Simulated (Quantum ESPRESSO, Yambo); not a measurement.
# SiC (F-43m): G0W0 with Yambo, start to end, part 2 of 3

Wanted: ground state, empty states, screening and self-energy for SiC (F-43m).

Quantum ESPRESSO 7.5 and Yambo 5.3.0; PBE and many-body steps on it, plane waves. Known limits of the many-body steps: not at the basis limit; coarse k mesh.

So far. Step 2 (Ground state): The gap is indirect, with the least direct gap 3.19 eV higher. Step 3 (Bands along the symmetry lines): The gap is 1.361 eV, as in the run before at this level.

**4. Empty states on the mesh, 4×4×4 mesh, 90 bands**

Level of this step: DFT, PBE, plane waves, norm-conserving pseudopotentials (Quantum ESPRESSO).

The sums over transitions need many empty states on a uniform mesh; this step solves for them.

Contents of pw.in:

```
&control
  calculation = 'nscf'
  prefix = 'x'
  outdir = 'o'
  pseudo_dir = 'pseudo'
/
&system
  ibrav = 0
  nat = 2
  ntyp = 2
  ecutwfc = 74.0
  nbnd = 90
  force_symmorphic = .true.
/
&electrons
  conv_thr = 1e-9
  electron_maxstep = 80
  diago_full_acc = .true.
  diago_thr_init = 5e-6
/
ATOMIC_SPECIES
  Si 28.085 Si.upf
  C 12.011 C.upf
CELL_PARAMETERS angstrom
  -0.0000000000 2.1790000000 2.1790000000
  2.1790000000 -0.0000000000 2.1790000000
  2.1790000000 2.1790000000 -0.0000000000
ATOMIC_POSITIONS crystal
  Si 0.0000000000 0.0000000000 0.0000000000
  C 0.2500000000 0.2500000000 0.2500000000
K_POINTS automatic
  4 4 4 0 0 0
```

On the command line:

```sh
> OMP_NUM_THREADS=1 mpirun -n 4 pw.x -nk 4 -in pw.in > pw.out
```

The log of the run:

```text
[banner, memory and clock lines left out]
Program PWSCF v.7.5 starts

     Atomic positions and unit cell read from directory:
     o/x.save/

     Message from routine setup:
     using ibrav=0 with symmetry is DISCOURAGED, use correct ibrav instead

     G-vector sticks info

     bravais-lattice index     =            0
     lattice parameter (alat)  =       5.8233  a.u.
     unit-cell volume          =     139.6363 (a.u.)^3
     number of atoms/cell      =            2
     number of atomic types    =            2
     number of electrons       =         8.00
     number of Kohn-Sham states=           90
     kinetic-energy cutoff     =      74.0000  Ry
     charge density cutoff     =     296.0000  Ry
     Exchange-correlation= PBE
                           (   1   4   3   4   0   0   0)

     celldm(1)=   5.823326  celldm(2)=   0.000000  celldm(3)=   0.000000
     celldm(4)=   0.000000  celldm(5)=   0.000000  celldm(6)=   0.000000

     crystal axes: (cart. coord. in units of alat)
               a(1) = (  -0.000000   0.707107   0.707107 )
               a(2) = (   0.707107  -0.000000   0.707107 )
               a(3) = (   0.707107   0.707107  -0.000000 )

     reciprocal axes: (cart. coord. in units 2 pi/alat)
               b(1) = ( -0.707107  0.707107  0.707107 )
               b(2) = (  0.707107 -0.707107  0.707107 )
               b(3) = (  0.707107  0.707107 -0.707107 )
     Pseudo is Norm-conserving + core correction, Zval =  4.0
     Generated using ONCVPSP code by D. R. Hamann
     Using radial grid of 1510 points,  6 beta functions with:
     Pseudo is Norm-conserving + core correction, Zval =  4.0
     Generated using ONCVPSP code by D. R. Hamann
     Using radial grid of 1248 points,  4 beta functions with:
     Si                4.00    28.08500     Si( 1.00)
     C                 4.00    12.01100     C ( 1.00)

     24 Sym. Ops. (no inversion) found

   Cartesian axes

     site n.     atom                  positions (alat units)
         1        Si     tau(   1) = (   0.0000000   0.0000000   0.0000000  )
         2        C      tau(   2) = (   0.3535534   0.3535534   0.3535534  )

     number of k points=     8
                       cart. coord. in units 2pi/alat
        k(    1) = (   0.0000000   0.0000000   0.0000000), wk =   0.0312500
        k(    2) = (   0.1767767   0.1767767  -0.1767767), wk =   0.2500000
        k(    3) = (  -0.3535534  -0.3535534   0.3535534), wk =   0.1250000
[...]
k(    7) = (  -0.7071068   0.0000000   0.0000000), wk =   0.0937500
        k(    8) = (  -0.7071068   0.3535534   0.0000000), wk =   0.1875000

     Dense  grid:    12039 G-vectors     FFT dimensions: (  32,  32,  32)

     The potential is recalculated from file :
     o/x.save/charge-density

     Starting wfcs are    8 randomized atomic wfcs +   82 random wfcs

     Band Structure Calculation

     End of band structure calculation

          k = 0.0000 0.0000 0.0000 (  1459 PWs)   bands (ev):

    -5.9135   9.4961   9.4961   9.4961  15.7194  16.8074  16.8074  16.8074
    24.0247  24.0247  25.9551  26.7794  26.7794  26.7794  33.0140  43.0988
    43.0988  43.0988  51.0830  51.0830  51.0830  52.3680  52.3680  57.2867
[...]
146.8700 146.8700

          k = 0.1768 0.1768-0.1768 (  1489 PWs)   bands (ev):

[...]
145.2228 145.9900

          k =-0.3536-0.3536 0.3536 (  1502 PWs)   bands (ev):

[...]
123.4968 124.9143 124.9143 125.8110 125.8110 126.4180 131.4412 131.4412
   135.5432 137.9082 141.3415 142.0679 142.0679 143.5491 143.5491 144.2158
   145.0731 147.0151

          k = 0.3536 0.0000 0.0000 (  1491 PWs)   bands (ev):

     [... further k-points ...]

     highest occupied, lowest unoccupied level (ev):     9.4961   10.8574

     XML data file, pseudopotentials, collected wavefunctions
```

Run time: 1.9 s. Hardware: 4 MPI ranks of Arm Neoverse V2, shared host; peak memory 0.05 GiB; 7.4 s of CPU time.

This step gave:

| Item | Value |
| --- | --- |
| gap | 1.361 eV |
| k of the valence top | 0, 0, 0 |
| k of the conduction bottom | 0, -0.5, -0.5 |
| least direct gap | 4.553 eV |
| k points computed | 8 |
| lowest point of the top converged band, above the valence top | 128.6364 eV |

On this mesh the gap is 1.361 eV.

**5. Conversion and set-up**

This step: Yambo 5.3.0; conversion and set-up on PBE, plane waves, norm-conserving pseudopotentials.

The states are converted to the many-body program's format and the q mesh is built.

On the command line:

```sh
> (cd o/x.save; p2y > p2y.log; mv SAVE ../..); yambo > setup.log
```

The log of the run:

```text
 Yambo, version 5.3.0

 [02] CORE Variables Setup
 =========================

  [02.01] Unit cells
  ==================

  Cell kind             :  FCC
  Atoms in the cell     :  Si  C
  number of Si atoms    :  1
  number of C  atoms    :  1

  List of atomic masses
  Mass of Si    :  28.08500
  Mass of C     :  12.01100

  List of atomic coordinates    : [cc]
  Si1       :  0.000000  0.000000  0.000000  order 1
  C1       :  2.058857  2.058857  2.058857  order 2

  Alat factors          :  4.117713  4.117713  4.117713 [a.u.]
  Direct lattice volume :  139.6363 [a.u.]
  Direct lattice vectors:  A[ 1 ]  A[ 2 ]  A[ 3 ]
   A[ 1 ]: -0.000000  1.000000  1.000000  [iru]
  -0.000000  4.117713  4.117713  [cc]
   A[ 2 ]:  1.000000 -0.000000  1.000000  [iru]
   4.117713 -0.000000  4.117713  [cc]
   A[ 3 ]:  1.000000  1.000000 -0.000000  [iru]
   4.117713  4.117713 -0.000000  [cc]

  Recip. lattice volume :  1.776402 [a.u.]
  Recip. lattice vectors:  B[ 1 ]  B[ 2 ]  B[ 3 ]
   B[ 1 ]: -0.500000  0.500000  0.500000  [iku]
  -0.762946  0.762946  0.762946  [cc]
   B[ 2 ]:  0.500000 -0.500000  0.500000  [iku]
   0.762946 -0.762946  0.762946  [cc]
   B[ 3 ]:  0.500000  0.500000 -0.500000  [iku]
   0.762946  0.762946 -0.762946  [cc]

  [02.02] Symmetries
  ==================

  Inversion symmetry    : yes
  Spatial inversion     : no
  Inversion index       :  25
  K-space Time-reversal : yes
  Magnetic symmetries   : no
  Time-reversal derived K-space symmetries:   25   48
  Group table correct   : yes
  Symmetries units      :  [cc]

   [S  1]:   1.0000      0.53036E-18  0.53036E-18  0.53036E-18   1.0000     -0.53036E-18 -0.53036E-18 -0.53036E-18   1.0000
   [S  2]:  -1.0000     -0.53036E-18  0.53036E-18 -0.53036E-18  -1.0000     -0.53036E-18  0.53036E-18  0.53036E-18   1.0000
   [S  3]:  -1.0000      0.53036E-18 -0.53036E-18 -0.53036E-18   1.0000      0.53036E-18  0.53036E-18 -0.53036E-18  -1.0000
[...]
[S  9]:  0.53036E-18   1.0000      0.53036E-18 -0.53036E-18  0.53036E-18   1.0000       1.0000     -0.53036E-18 -0.53036E-18
   [S 10]:  0.53036E-18  -1.0000     -0.53036E-18 -0.53036E-18 -0.53036E-18  -1.0000       1.0000      0.53036E-18  0.53036E-18
     [... 36 further rows ...]
   [S*47]:   1.0000      0.53036E-18 -0.53036E-18  0.53036E-18 -0.53036E-18  -1.0000     -0.53036E-18   1.0000      0.53036E-18
   [S*48]:   1.0000     -0.53036E-18  0.53036E-18  0.53036E-18  0.53036E-18   1.0000     -0.53036E-18  -1.0000     -0.53036E-18

  [02.03] Reciprocal space
  ========================

  nG shells         :  171
  nG charge         :  12039
  nG WFs            :  1909
  nC WFs            :  1524
  G-vecs. in first 17 shells:  [ Number ]
     1    9   15   27   51   59   65   89  113
    137   169   181   229   259   283   307   331
  ...
  Shell energy in first 17 shells:  [ mHa ]
[...]
K_min[ 3 ] : -0.95379E-17  0.25000      0.10718E-16 [rlu]
  Grid dimensions      :   4   4   4
  K lattice UC volume  :  0.027756 [a.u.]

  IBZ K-points                                      :   8
  BZ  K-points                                      :   64

  K/Q-points units:
  rlu = crystal or reduced units; cc = cartesian coordinates; iku = interal k-units

  K [1]          [rlu]:  0.000000  0.000000  0.000000
         WF components:  1459
  K [2]          [rlu]:  0.95379E-17  0.95379E-17  0.25000
         WF components:  1489
  K [3]          [rlu]: -0.19076E-16 -0.19076E-16 -0.50000
         WF components:  1502
  K [4]          [rlu]:  0.23594E-17  0.25000      0.25000
         WF components:  1491
  K [5]          [rlu]:  0.77657E-17  0.25000     -0.50000
         WF components:  1498
  [... 2 further k-points ...]
  K [8]          [rlu]:  0.250000 -0.500000 -0.250000
         WF components:  1480

  [02.05] Energies & Occupations
  ==============================

  [X] === General ===
  [X] Electronic Temperature                        :  0.000000  0.000000 [eV K]
  [X] Bosonic    Temperature                        :  0.000000  0.000000 [eV K]
  [X] Finite Temperature mode                       : no
  [X] El. density                                   :  0.38662E+24 [cm-3]
  [X] Fermi Level                                   :  9.496076 [eV]

  [X] === Gaps and Widths ===
  [X] Conduction Band Min                           :  1.361350 [eV]
  [X] Valence Band Max                              :  0.000000 [eV]
  [X] Filled Bands                                  :   4
  [X] Empty Bands                                   :    5   90
  [X] Direct Gap                                    :  4.552957 [eV]
  [X] Direct Gap localized at k                     :   7
  [X] Indirect Gap                                  :  1.361350 [eV]
  [X] Indirect Gap between kpts                     :   1   7
  [X] Last valence band width                       :  4.691459 [eV]
  [X] 1st conduction band width                     :  4.862001 [eV]

  E @ K [1]:  [eV]
   -15.410     -0.17932E-09 -0.11831E-09   0.0000       6.2234       7.3113       7.3113       7.3113
  occ @ K [1]
[...]
E @ K [2]:  [eV]
[...]
occ @ K [2]
[...]
E @ K [3]:  [eV]
[...]
occ @ K [3]
[...]
E @ K [4]:  [eV]
[...]
occ @ K [4]
[...]
E @ K [5]:  [eV]
[...]
occ @ K [5]
[...]
[... 2 further k-points ...]
  E @ K [8]:  [eV]
  -10.16196  -7.02712  -4.99241  -4.69146   5.21387   9.43879   9.45429   9.79475
  occ @ K [8]
   2.000000  2.000000  2.000000  2.000000  0.000000  0.000000  0.000000  0.000000

 [03] Transferred momenta grid and indexing
 ==========================================

 IBZ Q-points                                      :   8
 BZ  Q-points                                      :   64

 K/Q-points units:
 rlu = crystal or reduced units; cc = cartesian coordinates; iku = interal k-units

 Q [1]          [rlu]:  0.000000  0.000000  0.000000
 Q [2]          [rlu]: -0.86518E-17 -0.86518E-17  0.25000
 Q [3]          [rlu]:  0.17304E-16  0.17304E-16 -0.50000
[...]
Q [7]          [rlu]: -0.47188E-17 -0.50000     -0.50000
 Q [8]          [rlu]:  0.250000 -0.500000 -0.250000

  [03.01] X indexes
  =================

   [03.01.01] Sigma indexes
   ========================

 [06] Game Over & Game summary
```

Elapsed: 1.8 s, on 1 MPI rank; peak memory 0.23 GiB.

(Part 2 of 3 ends here.)

[Paths, hosts, dates, memory and timing lines, banners, echoed tables and standing remarks are left out of the program output.]

[Logs are printed without paths, hosts, clocks, repeated set-up lines and the standing remarks that a program may print on its own settings, such as how far it seeks lower states.]

[Runs of the session that timed out or met a known fault of the program may be left out.]

[Hosts, paths, dates, database ids (printed as entryN), source tags and the programs' standing remarks are cut or masked in the printed files.]
